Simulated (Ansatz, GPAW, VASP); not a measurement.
**InPd: 3 runs at one level of theory**

```
In Pd
1.0
     3.27188    0.00000    0.00000
     0.00000    3.27188    0.00000
     0.00000    0.00000    3.27188
In Pd
1 1
Direct
  0.00000 0.00000 0.00000
  0.50000 0.50000 0.50000
```

The cell comes from a database or a generator and needn't be the stable form of this composition.

Alike in all runs: task single point; functional PBE; k mesh 8 × 8 × 8; occupations gaussian, width 0.011 eV; no spin polarisation; no spin-orbit coupling. Pressure is positive in compression and, in plane waves, holds the error of the finite cutoff, which Ansatz's Pulay term estimates and takes out.

```csv
program and potentials,plane-wave cutoff (eV),notes,band gap (eV),pressure (GPa)
"Ansatz, Ansatz PAW",420,15.5 valence electrons an atom on average; Pulay term of +0.08 GPa included,no gap,3.75
"GPAW, GPAW PAW data sets (gpaw-data 1.2.1)",600,14.5 valence electrons an atom on average,no gap,3.37
"VASP, PBE PAW files In_d, Pd, 520 eV",520,11.5 valence electrons an atom on average,no gap,3.79
```

None finds a gap. The pressure spans 3.37 (GPAW, GPAW PAW data sets (gpaw-data 1.2.1)) to 3.79 GPa (VASP, PBE PAW files In_d, Pd, 520 eV).

The functional is the same throughout but for its coding, so the spread measures potentials, basis and numerics; runs on potential files found faulty are left out.
